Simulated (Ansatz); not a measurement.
## What strain does to InP (F-43m)

A 2-atom cell of InP started from a crystallographic database, relaxed with r2SCAN in Ansatz. Space group F-43m (No. 216), cubic; a = 5.908 Å in the conventional setting, 25.77 Å³ an atom. Around In lie 4 P at 2.56 Å; around P lie 4 In at 2.56 Å.

The axes x, y and z are those of this cell:
```
CELL_PARAMETERS angstrom
0.00000 2.95381 2.95381
2.95381 0.00000 2.95381
2.95381 2.95381 0.00000
ATOMIC_POSITIONS crystal
In 0.00000 0.00000 0.00000
P 0.25000 0.25000 0.25000
```

Unstrained: The PBE gap is direct at Γ: 0.585 eV. r2SCAN gives a direct gap of 1.026 eV at Γ. With HSE06 the gap is 1.357 eV and direct, at Γ. Meshes: PBE 8×8×8, r2SCAN 8×8×8, HSE06 6×6×6. Strains are changes of length per length. After each strain the atoms were relaxed again with r2SCAN within the symmetry that the strain leaves, so tilts or polar shifts that break it weren't tested; points keep the names that they have in the unstrained zone. The values are computed, spin-unpolarised, and not measurements.

Changes of the least gap in eV (an overlap counts as a negative gap):

| strain | volume change (%) | space group | PBE | r2SCAN | HSE06 | energy rise, r2SCAN (meV/atom) |
| --- | --- | --- | --- | --- | --- | --- |
| uniaxial -1.17 % along z | -1.2 | I-4m2 | +0.028 | +0.030 | +0.033 | 1.0 |
| isotropic -2.74 % on every length | -8.0 | F-43m | +0.453 | +0.482 | +0.503 | 40.5 |

Uniaxial -1.17 % along z, other directions held. HSE06: the gap goes from 1.357 to 1.390 eV (+0.033 eV); with r2SCAN the top three valence levels at Γ, degenerate before, become 1+2 from the top over 57 meV. Stress change with r2SCAN, compression positive: xx +0.65, yy +0.65, zz +1.16 GPa.

Isotropic -2.74 % on every length. HSE06: the gap goes from 1.357 to 1.860 eV (+0.503 eV). Stress change with r2SCAN, compression positive: xx +6.87, yy +6.87, zz +6.87 GPa. For HSE06, dE_g/d ln V = -6.0 eV over this step.

No spin-orbit coupling is included; it can move band edges with weight on the heavy atoms by tenths of an eV.

The meshes of the hybrids are coarse, so their gaps aren't converged to the digits shown.

The splittings at Γ are without spin-orbit coupling, which regroups them where it is of like size or larger.
